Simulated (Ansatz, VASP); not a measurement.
## Pd: VASP beside Ansatz

```
CELL_PARAMETERS angstrom
2.72937 0.00000 0.00000
-1.36468 2.36370 0.00000
0.00000 0.00000 4.53206
ATOMIC_POSITIONS crystal
Pd 0.33333 0.66667 0.25000
Pd 0.66667 0.33333 0.75000
```

Alike in both runs: functional PBEsol; k mesh 12 × 12 × 4; occupations gaussian, width 0.1 eV; no spin polarisation.

Ansatz relaxed the structure, and its values are those at the end. VASP's run is a single point on that final structure, the one shown.

|  | VASP | Ansatz |
| --- | --- | --- |
| version | VASP 6.6.1 | Ansatz 0.2.0 |
| potentials or method | VASP PAW PBE potentials, release 64 (Pd) | scalar-relativistic, plane waves, PAW |
| plane-wave cutoff (eV) | 520 | 420 |
| valence electrons in the cell | 20 | 36 |

|  | VASP | Ansatz | Ansatz less VASP |
| --- | --- | --- | --- |
| gap on the k mesh at the Fermi level (eV) | none | none | - |
| pressure (GPa) | -0.2 | 0.1 | +0.30 |

A gap of «none» marks a metal or a gap that the smearing closes. With one functional, cell and mesh, what is left measures potentials, basis and numerics. The two sets of potentials don't hold the same shells in valence.

Caveats: the PAW data sets were made with another functional, which shifts forces and pressure a little (VASP).
